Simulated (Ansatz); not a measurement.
# AgCl in Ansatz: the effect of exact exchange

Crystal: AgCl.

```
Ag Cl
1.0
     3.43397    0.00000    0.00000
     0.00000    3.43397    0.00000
     0.00000    0.00000    3.43397
Ag Cl
1 1
Cartesian
  0.0000 0.0000 0.0000
  1.7170 1.7170 1.7170
```

Measurements of this composition are mostly on another form, of space group No. 225.

Alike in all runs:

- Program: Ansatz 0.2.0
- Task: single point
- Functional: HSE06 form with a typed share of exact exchange
- Potentials or basis: Ansatz PAW
- Cutoff: 420 eV (not typed: the program's choice for these potentials)
- k mesh: 4 × 4 × 4
- Occupations: fermi-dirac, width 0.05 eV
- Spin: no spin polarisation

Task: One run gave: gap on the mesh 0.84 eV; pressure 0.0 GPa. Which exact exchange did it use?
A. 0.5
B. 0.4
C. 0.3
D. 0.05
E. 0.1

Result: D.

```tsv
exact exchange	gap on the mesh (eV)	pressure (GPa)
0.05	0.84	0.0
0.1	1.13	0.0
0.15	1.42	-0.1
0.2	1.72	-0.2
0.25	2.03	-0.2
0.3	2.33	-0.3
0.4	2.96	-0.4
0.5	3.60	-0.5
```

Caveats: all runs use coarse meshes; the PAW data sets come from PBE, with cores solved anew for the run's functional, which leaves a small shift of forces and pressure; the thresholds are loose for stress.

A k mesh can miss the band edges.
